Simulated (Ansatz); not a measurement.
A 3-atom cell of WS2 started from a crystallographic database, relaxed with r2SCAN+rVV10 in the plane-wave code Ansatz. It is trigonal, R3m (No. 160); a = 3.172 Å, c = 18.712 Å in the conventional setting, 18.11 Å³ an atom. W is surrounded by 6 S at 2.41 Å; S is surrounded by 3 W at 2.41 Å.

The axes x, y and z are those of this cell:
```xyz
3
Lattice="1.5859 0.9156 6.2375 -1.5859 0.9156 6.2375 0.0000 -1.8312 6.2375" Properties=species:S:1:pos:R:3 pbc="T T T"
W     0.0000    0.0000    0.0125
S     0.0000    0.0000    4.6885
S     0.0000    0.0000    7.8120
```

Unstrained: With PBE the valence top lies at T and the conduction bottom at Γ–S₀ (0.52 of the way from Γ), 1.069 eV higher; the smallest vertical gap, at k = (-0.163, 0.163, -1/2), is 1.848 eV. The r2SCAN gap is indirect, 1.180 eV (T to Γ–S₀ (0.52 of the way from Γ)), below the direct gap of 1.971 eV at k = (-0.163, 0.163, -1/2). With HSE06 the valence top lies at T and the conduction bottom at Γ–S₀ (0.52 of the way from Γ), 1.602 eV higher; the smallest vertical gap, at k = (1/6, -1/2, -1/6), is 2.329 eV. Meshes: PBE 10×10×10, r2SCAN 10×10×10, HSE06 6×6×6. Strains are changes of length per length. After each strain the atoms were relaxed again with r2SCAN+rVV10 within the symmetry that the strain leaves, so tilts or polar shifts that break it weren't tested; points keep the names that they have in the unstrained zone. The values are computed, spin-unpolarised, and not measurements.

Question: Estimate what uniaxial +4.19 % along z, other directions held does to the gap.

Answer: PBE: the gap goes from 1.069 to 1.259 eV (+0.190 eV); the edges go from T → Γ–S₀ (0.52) to T → Γ–S₀ (0.51). r2SCAN: the gap goes from 1.180 to 1.375 eV (+0.195 eV); the edges go from T → Γ–S₀ (0.52) to T → Γ–S₀ (0.51).

Question: Estimate what isotropic -1.25 % on every length does to the gap.

Answer: PBE: the gap goes from 1.069 to 1.011 eV (-0.058 eV). r2SCAN: the gap goes from 1.180 to 1.125 eV (-0.055 eV). HSE06: the gap goes from 1.602 to 1.539 eV (-0.063 eV).

No spin-orbit coupling is included; it can move band edges with weight on the heavy atoms by tenths of an eV.

Where an edge lies off the special points, it is a point of the mesh or the k point where a search put PBE's edge or least direct gap, reused for the other functionals, whose own edges may lie a little apart.

Coordinates of k points refer to the reciprocal vectors of the primitive cell of the runs.
